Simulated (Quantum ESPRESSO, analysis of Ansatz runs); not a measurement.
**In2O3 (R-3c), nudged elastic band: V_O hop (2.8 Å) (q = 0) (Quantum ESPRESSO)**

Aim: the barrier of one jump in In2O3 (R-3c) at charge 0: V_O hop (2.8 Å). The model is a cell of 80 host atoms with 1 O taken out; O is the atom that moves.

Program: Quantum ESPRESSO 7.5. Level of theory: Quantum ESPRESSO plane-wave DFT, PBEsol, GBRV 1.5 PBEsol potentials; nudged elastic band between two relaxed defect structures. Results are calculated unless marked as measured.

Report form: the programs' logs are mostly left out.

### Step 1. Starting point

The cell holds 79 atoms: 32 In and 47 O. Its edges and angles: a = 11.552 Å, b = 11.552 Å, c = 11.552 Å, α = 56.8°, β = 56.8°, γ = 56.8°. It derives from In2O3 (space group R-3c). Nearest the centre at fractional (0.375, 0.449, 0.801): O37 at 1.42 Å, In12 at 1.73 Å, In11 at 1.77 Å, O6 at 2.47 Å, In73 at 2.63 Å, O38 at 2.65 Å, In33 at 2.67 Å, O19 at 2.68 Å.

The cell's shortest repeat is 11.0 Å.

### Step 2. Relaxation of the start point, charge 0

A barrier is counted from a minimum, so both ends are relaxed first. Small random displacements break the symmetry of the ideal sites, so that the defect can distort if it gains by it.

pw.in

```
&CONTROL
  calculation = 'relax'
  prefix = 'pwscf'
  outdir = './tmp'
  pseudo_dir = './pseudo'
  tprnfor = .true.
  disk_io = 'low'
  nstep = 70
  forc_conv_thr = 0.0012
  etot_conv_thr = 0.0001
/
&SYSTEM
  ibrav = 0
  nat = 79
  ntyp = 2
  ecutwfc = 36
  ecutrho = 288
  nbnd = 353
  occupations = 'fixed'
  nosym = .true.
/
&ELECTRONS
  conv_thr = 8d-08
  electron_maxstep = 100
  mixing_beta = 0.5
/
&IONS
  ion_dynamics = 'bfgs'
/
ATOMIC_SPECIES
In   114.8180 in_pbesol_v1.4.uspp.F.UPF
O     15.9990 o_pbesol_v1.2.uspp.F.UPF
CELL_PARAMETERS angstrom
   5.4978745703    3.1741994431    9.6511633505
  -5.4978745703    3.1741994431    9.6511633505
   0.0000000000   -6.3483986861    9.6511633503
ATOMIC_POSITIONS crystal
In     0.3212012269    0.3212012269    0.3212012269
In     0.4287987731    0.4287987731    0.4287987731
In     0.1800340376    0.1798043797    0.1754872345
In     0.0712012270    0.0712012270    0.0712012270
O      0.0229817708    0.3750000000    0.2270182292
O      0.3745607087    0.2241792736    0.0253603287
O      0.2270182292    0.0229817708    0.3750000000
O      0.4770182292    0.1250000000    0.2729817708
[... 67 atom lines left out ...]
O      0.7270182292    0.5229817708    0.8750000000
O      0.9770182292    0.6250000000    0.7729817708
O      0.7729817708    0.9770182292    0.6250000000
O      0.6250000000    0.7729817708    0.9770182292
K_POINTS gamma
```

On the command line:

```sh
OMP_NUM_THREADS=1 mpirun -n 4 pw.x -in pw.in > pw.out
```

It took 19 min on 4 MPI ranks of Arm Neoverse V1, shared host; peak memory 1.9 GiB; 76 min of CPU time.

Step by step:

| step | energy less that of the first step (eV) |
| --- | --- |
| 0 | 0.0000 |
| 1 | -0.2367 |
| 2 | -0.3948 |
| 3 | -0.5090 |
| 4 | -0.5442 |
| 5 | -0.5793 |
| 6 | -0.5992 |
| 7 | -0.6069 |
| 8 | -0.6146 |
| 9 | -0.6224 |
| 10 | -0.6260 |
| 11 | -0.6302 |
| 12 | -0.6328 |
| 13 | -0.6342 |
| 14 | -0.6351 |

The atoms that moved most (Å):

| atom | dx | dy | dz | length |
| --- | --- | --- | --- | --- |
| In53 | 0.149 | 0.021 | -0.108 | 0.185 |
| In73 | -0.051 | 0.118 | 0.114 | 0.171 |
| In12 | -0.041 | -0.110 | 0.108 | 0.160 |
| O6 | -0.019 | 0.121 | -0.009 | 0.123 |
| In11 | -0.026 | -0.085 | -0.079 | 0.119 |
| O37 | 0.090 | 0.052 | -0.013 | 0.105 |
| O59 | -0.004 | 0.062 | -0.082 | 0.103 |
| O20 | -0.058 | -0.082 | 0.002 | 0.101 |

Neighbours of O37 at the end:

| atom | distance (Å) |
| --- | --- |
| In33 | 2.140 |
| In24 | 2.193 |
| In12 | 2.214 |
| In11 | 2.243 |
| O6 | 2.715 |
| O19 | 2.868 |
| O9 | 2.972 |
| O38 | 3.000 |

Read from the output:

- highest filled level: 9.633 eV
- lowest empty level: 11.69 eV
- r.m.s. move of the farther half of the atoms: 0.02258 Å
- largest move from the ideal geometry of this structure, a common shift of the far atoms taken out: 0.1613 Å

The relaxation gained 0.635 eV and ended with a largest force component of 0.026 eV/Å.

### Step 3. Relaxation of the end point, charge 0

The end point is relaxed in the same cell and settings, so that the two energies compare. Atoms more than 3.2 Å from the middle of the hop start where the first relaxation left them, the nearer ones on or close to their ideal places, with small random displacements.

pw.in

```
&CONTROL
  calculation = 'relax'
  prefix = 'pwscf'
  outdir = './tmp'
  pseudo_dir = './pseudo'
  tprnfor = .true.
  disk_io = 'low'
  nstep = 70
  forc_conv_thr = 0.0012
  etot_conv_thr = 0.0001
/
&SYSTEM
  ibrav = 0
  nat = 79
  ntyp = 2
  ecutwfc = 36
  ecutrho = 288
  nbnd = 353
  occupations = 'fixed'
  nosym = .true.
/
&ELECTRONS
  conv_thr = 8d-08
  electron_maxstep = 100
  mixing_beta = 0.5
/
&IONS
  ion_dynamics = 'bfgs'
/
ATOMIC_SPECIES
In   114.8180 in_pbesol_v1.4.uspp.F.UPF
O     15.9990 o_pbesol_v1.2.uspp.F.UPF
CELL_PARAMETERS angstrom
   5.4978745703    3.1741994431    9.6511633505
  -5.4978745703    3.1741994431    9.6511633505
   0.0000000000   -6.3483986861    9.6511633503
ATOMIC_POSITIONS crystal
In     0.3202051794    0.3208693703    0.3256723068
In     0.4295349356    0.4300836895    0.4280786480
[... 3 atom lines left out ...]
O      0.3754686887    0.2261214360    0.0227259346
[... 4 atom lines left out ...]
In     0.3213675635    0.3201850921    0.8219662763
In     0.4287493000    0.4287554605    0.9297128150
[... 5 atom lines left out ...]
O      0.4781614276    0.1298953172    0.7719405886
O      0.2740754230    0.4767246411    0.6246616913
[... 4 atom lines left out ...]
In     0.0708093680    0.5709149295    0.0699996513
[... 8 atom lines left out ...]
In     0.1783588352    0.6780169624    0.6793449224
[... 2 atom lines left out ...]
O      0.3757158540    0.7260017506    0.5229826381
O      0.5228999468    0.3758794387    0.7269849295
O      0.4770700600    0.6239566792    0.7734171543
[... 20 atom lines left out ...]
O      0.6244014166    0.2751187901    0.9688571757
[... 13 atom lines left out ...]
In     0.5702641518    0.5720730017    0.5713158323
[... 5 atom lines left out ...]
O      0.6252040765    0.7736097853    0.9759701369
K_POINTS gamma
```

It took 20 min on 4 MPI ranks; peak memory 1.6 GiB; 79 min of CPU time.

Relaxation path:

| step | energy less that of the first step (eV) |
| --- | --- |
| 0 | 0.0000 |
| 1 | -0.2658 |
| 2 | -0.4575 |
| 3 | -0.6200 |
| 4 | -0.6739 |
| 5 | -0.7055 |
| 6 | -0.7314 |
| 7 | -0.7430 |
| 8 | -0.7534 |
| 9 | -0.7613 |
| 10 | -0.7670 |
| 11 | -0.7707 |
| 12 | -0.7733 |
| 13 | -0.7750 |
| 14 | -0.7761 |

The atoms that moved most (Å):

| atom | dx | dy | dz | length |
| --- | --- | --- | --- | --- |
| In24 | -0.073 | -0.113 | 0.102 | 0.169 |
| In53 | -0.125 | -0.008 | 0.100 | 0.160 |
| In33 | -0.076 | 0.116 | -0.078 | 0.159 |
| In11 | 0.098 | 0.011 | -0.094 | 0.137 |
| In12 | 0.104 | 0.005 | 0.086 | 0.135 |
| O59 | 0.086 | -0.046 | 0.073 | 0.122 |
| O9 | 0.007 | 0.092 | -0.070 | 0.116 |
| O18 | 0.092 | -0.036 | -0.059 | 0.115 |

Neighbours of O37 at the end:

| atom | distance (Å) |
| --- | --- |
| In73 | 2.141 |
| In53 | 2.187 |
| In11 | 2.215 |
| In12 | 2.245 |
| O6 | 2.716 |
| O38 | 2.870 |
| O18 | 2.970 |
| O19 | 2.997 |

Read from the output:

```
highest filled level                                                                              : 9.632 eV
lowest empty level                                                                                : 11.68 eV
r.m.s. move of the farther half of the atoms                                                      : 0.02316 Å
largest move from the ideal geometry of this structure, a common shift of the far atoms taken out : 0.1582 Å
```

The relaxation gained 0.776 eV and ended with a largest force component of 0.030 eV/Å. The end lies within 1 meV of the start.

### Step 4. Nudged elastic band, charge 0

3 movable images are laid between the ends by interpolation. Each image feels the true force across the path and a spring force along it. The highest image is set to climb to the top of the path.

This step: Quantum ESPRESSO plane-wave DFT, PBEsol, GBRV 1.5 PBEsol potentials; nudged elastic band between two relaxed defect structures.

neb.in

```
BEGIN
BEGIN_PATH_INPUT
&PATH
  restart_mode = 'from_scratch'
  string_method = 'neb'
  nstep_path = 45
  ds = 1.5
  opt_scheme = 'broyden'
  num_of_images = 5
  k_max = 0.3
  k_min = 0.2
  CI_scheme = 'auto'
  path_thr = 0.06
/
END_PATH_INPUT
BEGIN_ENGINE_INPUT
&CONTROL
  prefix = 'pwscf'
  outdir = './tmp'
  pseudo_dir = './pseudo'
  disk_io = 'low'
/
&SYSTEM
  ibrav = 0
  nat = 79
  ntyp = 2
  ecutwfc = 36
  ecutrho = 288
  nbnd = 353
  occupations = 'fixed'
  nosym = .true.
/
&ELECTRONS
  conv_thr = 8d-08
  electron_maxstep = 100
  mixing_beta = 0.5
/
ATOMIC_SPECIES
In   114.8180 in_pbesol_v1.4.uspp.F.UPF
O     15.9990 o_pbesol_v1.2.uspp.F.UPF
CELL_PARAMETERS angstrom
   5.4978745703    3.1741994431    9.6511633505
  -5.4978745703    3.1741994431    9.6511633505
   0.0000000000   -6.3483986861    9.6511633503
BEGIN_POSITIONS
FIRST_IMAGE
ATOMIC_POSITIONS crystal
In     0.3199392069    0.3207339125    0.3258818211
In     0.4292689631    0.4299482316    0.4282881624
In     0.1793169464    0.1785888411    0.1798143913
In     0.0696022319    0.0712720248    0.0721512792
O      0.0234562307    0.3750973448    0.2263131143
O      0.3788571734    0.2319278716    0.0123521358
O      0.2271566734    0.0230915278    0.3748745964
O      0.4753008876    0.1291539881    0.2689856957
O      0.2670193090    0.4762941352    0.1325323231
O      0.1240921488    0.2725297199    0.4783536199
In     0.3084659809    0.3176655785    0.8276223017
In     0.4221532162    0.4324499804    0.9414114119
In     0.1775816143    0.1784410896    0.6803816164
In     0.0716166321    0.0705394489    0.5718372843
O      0.0226004072    0.3756868802    0.7269147195
O      0.3741349381    0.2275478228    0.5253919922
O      0.2278154263    0.0244909065    0.8753829857
O      0.4785848662    0.1299284763    0.7722627875
O      0.2796327547    0.4753102979    0.6264299918
O      0.1173908382    0.2738818612    0.9826967372
In     0.3209615469    0.8221249381    0.3196517799
In     0.4270560561    0.9343268259    0.4257629218
In     0.1776760309    0.6789187571    0.1802034013
In     0.0699332088    0.5716620954    0.0705177393
O      0.0231112421    0.8750376658    0.2267190993
O      0.3744321404    0.7256759592    0.0219554453
O      0.2272609053    0.5235101882    0.3763559262
O      0.4762461972    0.6261278961    0.2724065335
O      0.2740564999    0.9795966614    0.1230720160
O      0.1261788348    0.7717421684    0.4774852685
In     0.3212504220    0.8213876936    0.8205962893
In     0.4291588018    0.9287812307    0.9285492700
In     0.1808771344    0.6792318733    0.6781046289
In     0.0717961662    0.5711019045    0.5718742312
O      0.0232069174    0.8743597392    0.7266435926
O      0.3766114738    0.7266649966    0.5221154417
O      0.2374405458    0.5182217870    0.8709384101
O      0.4775122137    0.6201624967    0.7712664367
O      0.2736716105    0.9768048148    0.6247833228
O      0.1267430877    0.7705474856    0.9757589403
In     0.8218946216    0.3214655364    0.3195688910
In     0.9301182728    0.4287924162    0.4278670451
In     0.6780000254    0.1791490165    0.1780463188
In     0.5718062905    0.0709759194    0.0689426187
O      0.5229422386    0.3745692240    0.2271889108
O      0.8734111203    0.2267998793    0.0225558726
O      0.7270603296    0.0245758772    0.3741195820
O      0.9771749962    0.1238568067    0.2747389109
O      0.7715126507    0.4778157383    0.1256011057
O      0.6241636205    0.2753906246    0.4814187752
In     0.8215170942    0.3203462371    0.8204962797
In     0.9240555248    0.4294801675    0.9298120246
In     0.6882531444    0.1644427905    0.6747606088
In     0.5699580050    0.0704550275    0.5695151702
O      0.8741810185    0.2268626788    0.5237769981
O      0.7276592036    0.0235510343    0.8731895834
O      0.9773196241    0.1241877908    0.7735603105
O      0.7684429403    0.4748706178    0.6256020212
O      0.6234006241    0.2749642819    0.9700821741
In     0.8213985383    0.8229168387    0.3196371665
In     0.9303108695    0.9273136922    0.4283349419
In     0.6779014546    0.6797055920    0.1781968656
In     0.5694664400    0.5718455851    0.0721831709
O      0.5231621958    0.8759373638    0.2266496451
O      0.8748672534    0.7272438922    0.0227025205
O      0.7258778032    0.5233603968    0.3756832787
O      0.9749946180    0.6263942665    0.2725756888
O      0.7723653086    0.9785447691    0.1236634866
O      0.6229240266    0.7795712012    0.4776236591
In     0.8240350372    0.8158959188    0.8228505869
In     0.9301629644    0.9281205006    0.9288717187
In     0.6803472293    0.6797193614    0.6798590841
In     0.5749993952    0.5857548936    0.5616245350
O      0.5217917519    0.8750694447    0.7280427932
O      0.8757200217    0.7256875578    0.5226713042
O      0.7244339870    0.5226638189    0.8756731559
O      0.9807737640    0.6211694555    0.7745404135
O      0.7723007686    0.9706445901    0.6268536924
O      0.6249381040    0.7734743275    0.9761796512
INTERMEDIATE_IMAGE
ATOMIC_POSITIONS crystal
In     0.3199856354    0.3209853035    0.3246827713
In     0.4289743976    0.4298476702    0.4283633470
[... 77 atom lines left out ...]
INTERMEDIATE_IMAGE
ATOMIC_POSITIONS crystal
In     0.3200320639    0.3212366945    0.3234837216
In     0.4286798322    0.4297471087    0.4284385317
[... 77 atom lines left out ...]
INTERMEDIATE_IMAGE
ATOMIC_POSITIONS crystal
In     0.3200784925    0.3214880855    0.3222846718
In     0.4283852667    0.4296465473    0.4285137163
[... 77 atom lines left out ...]
LAST_IMAGE
ATOMIC_POSITIONS crystal
In     0.3201249210    0.3217394765    0.3210856221
In     0.4280907012    0.4295459858    0.4285889009
[... 3 atom lines left out ...]
O      0.3704723625    0.2378931324    0.0179496872
[... 4 atom lines left out ...]
In     0.3271467418    0.3087132517    0.8175387697
In     0.4410030200    0.4226764300    0.9321200328
[... 5 atom lines left out ...]
O      0.4821802875    0.1176937365    0.7736763500
O      0.2719848243    0.4788911473    0.6298090771
[... 4 atom lines left out ...]
In     0.0612773312    0.5753048008    0.0853802065
[... 8 atom lines left out ...]
In     0.1743305914    0.6885001230    0.6644706499
[... 2 atom lines left out ...]
O      0.3727798060    0.7281639750    0.5233971025
O      0.5120088315    0.3791221072    0.7315386558
O      0.4696390730    0.6238078662    0.7745894070
[... 20 atom lines left out ...]
O      0.6318296314    0.2675317984    0.9762332339
[... 13 atom lines left out ...]
In     0.5685137912    0.5721059963    0.5706790744
[... 5 atom lines left out ...]
O      0.6252975307    0.7717518744    0.9773266625
END_POSITIONS
K_POINTS gamma
END_ENGINE_INPUT
END
```

On the command line:

```sh
OMP_NUM_THREADS=1 mpirun -n 4 neb.x -ni 2 -inp neb.in > neb.out
```

Elapsed: 70 min, on 4 MPI ranks; peak memory 3.3 GiB.

The path, image by image:

| image | path (Å) | energy (eV) | O37: x, y, z (Å) |
| --- | --- | --- | --- |
| 0 | 0.000 | 0.0000 | -1.544, -3.130, 15.699 |
| 1 | 0.816 | 0.5766 | -1.066, -2.567, 15.697 |
| 2 | 1.493 | 0.6355 | -0.614, -2.113, 15.681 |
| 3 | 2.171 | 0.5755 | 0.005, -1.949, 15.665 |
| 4 | 2.988 | 0.0002 | 0.731, -1.815, 15.661 |

Read from the output:

* barrier forward: 0.6355 eV
* barrier backward: 0.6353 eV
* end less start: 2.41e-4 eV
* hop length: 2.627 Å

The band met its tolerance of 0.06 eV/Å after 10 iterations, with image 2 on top (the start counts as 0). O37, which moves farthest between the ends, has 4 In at 2.14 to 2.24 Å nearest at the start and 4 In at 2.12 to 2.29 Å at the top.

### Step 5. Results

| Property | Result |
| --- | --- |
| barrier forward | 0.64 eV |
| barrier backward | 0.64 eV |
| end less start | 0.00 eV |
| hop length | 2.63 Å |
| band iterations, as the log counts them | 10 |

The top of the band lies 0.64 eV above the start and 0.64 eV above the end, which are alike in energy and neighbours. With an assumed prefactor of 1e13 per second it gives one hop a second along this one path at about 250 K; whether such hops link up through the crystal wasn't checked. The order of the top as a saddle was not checked for all atoms, so a bent path could be lower. Limits: sampling at the zone centre alone can move energies of charged and open-shell states by tenths of an eV or more in cells of this size; spin–orbit coupling, which can matter with heavy atoms, is left out. The cutoff of 36 Ry is under the 40 Ry advised for these potentials.

[Logs are printed without paths, hosts, clocks, repeated set-up lines and the standing remarks that a program may print on its own settings, such as how far it seeks lower states.]

[Hosts, paths, dates, database ids (printed as entryN), source tags and the programs' standing remarks are cut or masked in the printed files.]
